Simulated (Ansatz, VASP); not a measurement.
# One calculation of SiC (Moissanite 3C), two programs

```xyz
2
Lattice="0.0000 2.0552 2.0552 2.0552 0.0000 2.0552 2.0552 2.0552 0.0000" Properties=species:S:1:pos:R:3 pbc="T T T"
Si    0.0000    0.0000    0.0000
C     1.0276    1.0276    1.0276
```

Alike in both runs: task single point; functional r2SCAN; k mesh 10 × 10 × 10; occupations gaussian, width 0.05 eV; no spin polarisation.

|  | VASP | Ansatz |
| --- | --- | --- |
| version | VASP 6.6.1 | Ansatz 0.2.0 |
| potentials or method | VASP PAW PBE potentials, release 64 (Si, C) | scalar-relativistic, plane waves, PAW |
| plane-wave cutoff (eV) | 520 | 500 |
| valence electrons in the cell | 8 | 8 |

|  | VASP | Ansatz | Ansatz less VASP |
| --- | --- | --- | --- |
| gap on the k mesh at the Fermi level (eV) | 1.59 | 1.58 | -0.017 |
| least direct gap on the mesh (eV) | 5.26 | 5.24 | -0.016 |

 A k mesh can miss the band edges. r2SCAN opens gaps a little over a GGA but as a rule still falls short of measured ones.
